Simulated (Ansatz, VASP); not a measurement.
This is a calculation of GaAs for VASP 6.6.1. 

The input INCAR:

```
SYSTEM = GaAs
ALGO     = Fast           ! electronic algorithm
EDIFF    = 1E-6           ! SCF threshold, eV
EDIFFG   = -0.01          ! ionic threshold
ENCUT    = 600            ! plane-wave cutoff, eV
GGA      = RP             ! functional
IBRION   = 2              ! ionic algorithm
ISIF     = 3              ! what is computed and relaxed
ISMEAR   = -1             ! smearing method
LASPH    = .True.         ! aspherical terms in the spheres
LCHARG   = .False.        ! write CHGCAR
LREAL    = .False.        ! projectors in reciprocal space
LWAVE    = .False.        ! write WAVECAR
NELM     = 80             ! most SCF steps
NSW      = 60             ! ionic steps
PREC     = Accurate       ! precision mode
SIGMA    = 0.05           ! smearing width, eV
```

Contents of KPOINTS:

```
k-points
0
Gamma
  8 8 8
  0 0 0
```

POSCAR

```
GaAs
1.0
    0.0000000000      2.8268500000      2.8268500000
    2.8268500000      0.0000000000      2.8268500000
    2.8268500000      2.8268500000      0.0000000000
As Ga
1 1
Direct
    0.7500000000      0.7500000000      0.7500000000
    0.0000000000      0.0000000000      0.0000000000
```

Potentials or basis: VASP PAW PBE potentials, release 64 (As, Ga_d).

Launch:

```bash
$ cat potpaw_PBE.64/As/POTCAR potpaw_PBE.64/Ga_d/POTCAR > POTCAR
$ mpirun -np 1 vasp_std > vasp.out
```

**Question.** Translate it to Ansatz 0.2.0. Potentials or basis there: all-electron LAPW, scalar-relativistic.

**Answer.** As run (cutoffs and basis follow the program's own potentials, and thresholds, step limits or extra output files can differ):

Contents of input.yaml:

```yaml
crystal:
  lattice:
    - [0.0, 2.82685, 2.82685]
    - [2.82685, 0.0, 2.82685]
    - [2.82685, 2.82685, 0.0]
  atoms:
    - { symbol: As, position: [0.75, 0.75, 0.75] }
    - { symbol: Ga, position: [0.0, 0.0, 0.0] }
kpoints:
  mp_grid: { grid: [8, 8, 8] }
scf:
  occupations: { method: fermi_dirac, width: 0.05 }
hamiltonian:
  xc: rpbe
  pseudopotentials: { kind: all_electron, lapw: { basis_error: 0.001 } }
output:
  forces: true
  stress: true
relax:
  f_tol: 0.005
  max_steps: 60
  cell: {}
```

Potentials or basis: all-electron LAPW, scalar-relativistic.

Launch:

```bash
$ ansatz run input.yaml --threads 1 --pin off --max-ram 3072MiB --backend cpu --events-out ev --progress --plain --runs-dir out
```

Both were run:

|  | VASP | Ansatz |
| --- | --- | --- |
| Relaxed volume | 24.52 Å³/atom | 24.44 Å³/atom |
| Relaxed cell | a = 4.108 Å, b = 4.108 Å, c = 4.108 Å, α = 60.00°, β = 60.00°, γ = 60.00° | a = 4.104 Å, b = 4.104 Å, c = 4.104 Å, α = 60.00°, β = 60.00°, γ = 60.00° |
| Space group after relaxing | F-43m (No. 216) | F-43m (No. 216) |
| Pressure after relaxing | -0.1 GPa | 0.0 GPa |

VASP's potentials were made for PBE.

Where Ansatz's input types no cutoff or centring, it takes its own default and a Γ-centred mesh.

Pressure is positive in compression.
